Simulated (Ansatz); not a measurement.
Base system: RuO2 in the rutile structure (space group P4_2/mnm, No. 136).

```cif
data_O4Ru2
_chemical_formula_sum 'Ru2 O4'
_space_group_name_H-M_alt 'P 1'
_space_group_IT_number 1
_cell_length_a 4.47993
_cell_length_b 4.47993
_cell_length_c 3.10691
_cell_angle_alpha 90.000
_cell_angle_beta 90.000
_cell_angle_gamma 90.000
loop_
_space_group_symop_operation_xyz
  'x, y, z'
loop_
_atom_site_label
_atom_site_type_symbol
_atom_site_fract_x
_atom_site_fract_y
_atom_site_fract_z
_atom_site_occupancy
Ru1 Ru 0.50000 0.50000 0.50000 1
Ru2 Ru 0.00000 0.00000 0.00000 1
O1 O 0.80532 0.80532 0.50000 1
O2 O 0.30532 0.69468 0.00000 1
O3 O 0.69468 0.30532 0.00000 1
O4 O 0.19468 0.19468 0.50000 1
```

Method: DFT with r2SCAN, PAW potentials and a 500 eV plane-wave cutoff in Ansatz (a program for electronic structure), without spin-orbit coupling.

Before the change:

```
Item        Value
--------  -------
Pressure  0.0 GPa
```

Modification: an isotropic linear strain of −1.91 %; the atoms relax in the strained cell.

Q: How does this affect the energy relative to the base and pressure?

A: The energy goes up by 33 meV/atom; the pressure (mean of the normal stresses, compression positive) goes from zero to 19.2 GPa.

Whether these cells are dynamically stable was not tested. Starting moments died away, wholly or in part, for the base; another magnetic solution may exist. No Hubbard U is applied, and correlation can decide whether such a compound is a metal. All final runs are without spin polarisation.
